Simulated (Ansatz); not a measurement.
Ru, DFT, PBE, all-electron PAW with datasets made for the crystal, scalar-relativistic (Ansatz 0.2.0), run on 1 thread of Intel(R) Xeon(R) Platinum 8488C (Sapphire Rapids) on a shared host.

The cell is COD entry 9017842, as deposited and not checked against the literature; nothing was relaxed. The listed cell was then made from it by scaling, straining or moving an atom.

Command: `ansatz run input.yaml --threads 1 --pin off --max-ram 3072MiB --backend cpu --events-out ev --progress --plain --runs-dir out`

```yaml
crystal:
  lattice:
    - [2.7869733142, 0.0, 0.0]
    - [-1.3934866571, 2.4135896898, 0.0]
    - [0.0, 0.0, 4.2819]
  atoms:
    - { symbol: Ru, position: [0.3333333333, 0.6666666667, 0.25] }
    - { symbol: Ru, position: [0.6666666667, 0.3333333333, 0.75] }
kpoints:
  mp_grid: { grid: [14, 14, 8] }
scf:
  occupations: { method: fermi_dirac, width: 0.03 }
hamiltonian:
  xc: pbe
  pseudopotentials: { kind: all_electron, datasets: crystal }
output:
  forces: true
  stress: true
  eigenvalues: true
  efg: { contact_densities: true }
```

Problem. How large is the problem that the program sets up?

Solution. 120 irreducible k-points, 313 plane waves at Γ, 13 bands.

Problem. About how long does it take, and how much memory does it use?

Solution. 9.7 s of wall time for 8 SCF iterations, with a peak of 0.56 GiB. Times on shared machines scatter by tens of per cent.

Problem. And the same cell and mesh by PAW with the default files, asked for forces, stress, eigenvalues, efg, write_density, write_potential, elf, on the same hardware?

Solution. 3.6 s, peak memory 0.43 GiB.
